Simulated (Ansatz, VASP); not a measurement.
## Two plane-wave programs on WC

Contents of POSCAR:

```
WC
1.0
    2.9118677777      0.0000000000      0.0000000000
   -1.4559338889      2.5217514680      0.0378262720
    0.0000000000      0.0425541224      2.8369414953
W C
1 1
Direct
    0.0000000000      0.0000000000      0.0000000000
    0.6666666667      0.3333333333      0.5000000000
```

File INCAR.step1:

```
PREC = Accurate
ENCUT = 520
ISMEAR = 0
SIGMA = 0.05
LREAL = F
LASPH = T
NELM = 60
NBANDS = 16
GGA = PE
ALGO = Normal
EDIFF = 1E-4
LWAVE = T
LCHARG = F
```

File INCAR.step2:

```
PREC = Accurate
ENCUT = 520
EDIFF = 1E-6
ISMEAR = 0
SIGMA = 0.05
LREAL = F
LASPH = T
NELM = 60
ALGO = Normal
ISIF = 2
LWAVE = F
LCHARG = F
METAGGA = R2SCAN
LMIXTAU = T
NBANDS = 16
ISTART = 1
```

KPOINTS

```
Automatic mesh
0
Gamma
  14 14 12
```

Input for Ansatz:

```yaml
crystal:
  lattice:
    - [2.9118677777, 0.0, 0.0]
    - [-1.4559338889, 2.521751468, 0.037826272]
    - [0.0, 0.0425541224, 2.8369414953]
  atoms:
    - { symbol: W, position: [0.0, 0.0, 0.0] }
    - { symbol: C, position: [0.6666666667, 0.3333333333, 0.5] }
basis:
  ecutwfc: 500
  ecutrho_ratio: 4
kpoints:
  mp_grid: { grid: [14, 14, 12] }
hamiltonian:
  xc: r2scan
scf:
  occupations: { method: gaussian, width: 0.05 }
output:
  forces: true
  stress: true
  eigenvalues: true
```

Change from the starting cell: strain e4 = +0.03, atoms carried along.

Alike in both runs: task single point; functional r2SCAN; k mesh 14 × 14 × 12; occupations gaussian, width 0.05 eV; no spin polarisation.

```csv
,VASP,Ansatz
version,VASP 6.6.1,Ansatz 0.2.0
potentials or method,"VASP PAW PBE potentials, release 64 (W_sv, C)","scalar-relativistic, plane waves, PAW"
plane-wave cutoff (eV),520,500
valence electrons in the cell,18,18
```

|  | VASP | Ansatz | Ansatz less VASP |
| --- | --- | --- | --- |
| gap on the k mesh at the Fermi level (eV) | none | none | - |
| pressure (GPa) | 2.3 | 0.4 | -1.89 |
| largest component of the traceless stress (GPa) | 9.61 | 9.52 | -0.082 |
| rms of the force components (eV/Å) | 0.015 | 0.015 | -0.0002 |

Atom by atom the forces differ by 0.000 eV/Å (rms over components). A gap of «none» marks a metal or a gap that the smearing closes.

Caveats: the PAW data sets were made with another functional, which shifts forces and pressure a little (VASP). Spin-orbit coupling is left out, which matters for the levels of W.
